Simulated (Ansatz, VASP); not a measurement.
# LiCl: VASP beside Ansatz

```
Li Cl
1.0
     6.93129    0.00000    0.00000
     0.00000    3.94658    0.00000
     0.00000    0.00000    3.73688
Li Cl
4 4
Direct
  0.75000 0.00000 0.35541
  0.00000 0.50000 0.00000
  0.25000 0.00000 0.64459
  0.50000 0.50000 0.00000
  0.75000 0.50000 0.64459
  0.00000 0.00000 0.00000
  0.25000 0.50000 0.35541
  0.50000 0.00000 0.00000
```

Alike in both runs: task single point; functional PBE; k mesh 4 × 4 × 6; occupations gaussian, width 0.1 eV; no spin polarisation.

```csv
,VASP,Ansatz
version,VASP 6.6.1,Ansatz 0.2.0
potentials or method,"VASP PAW PBE potentials, release 64 (Li_sv, Cl)","scalar-relativistic, plane waves, PAW"
plane-wave cutoff (eV),520,420
valence electrons in the cell,40,40
```

|  | VASP | Ansatz | Ansatz less VASP |
| --- | --- | --- | --- |
| gap on the k mesh at the Fermi level (eV) | 4.21 | 4.19 | -0.020 |
| least direct gap on the mesh (eV) | 4.42 | 4.40 | -0.020 |
| rms of the force components (eV/Å) | 0.639 | 0.638 | -0.0011 |

Atom by atom the forces differ by 0.001 eV/Å (rms over components). The functional is the same, so the differences come from potentials, cutoffs and numerics.

Caveats: forces of over 1 eV/Å show positions far from the minimum, so gaps and moduli don't describe the material at rest. A k mesh can miss the band edges. As with any semilocal functional, this PBE gap is likely too small.
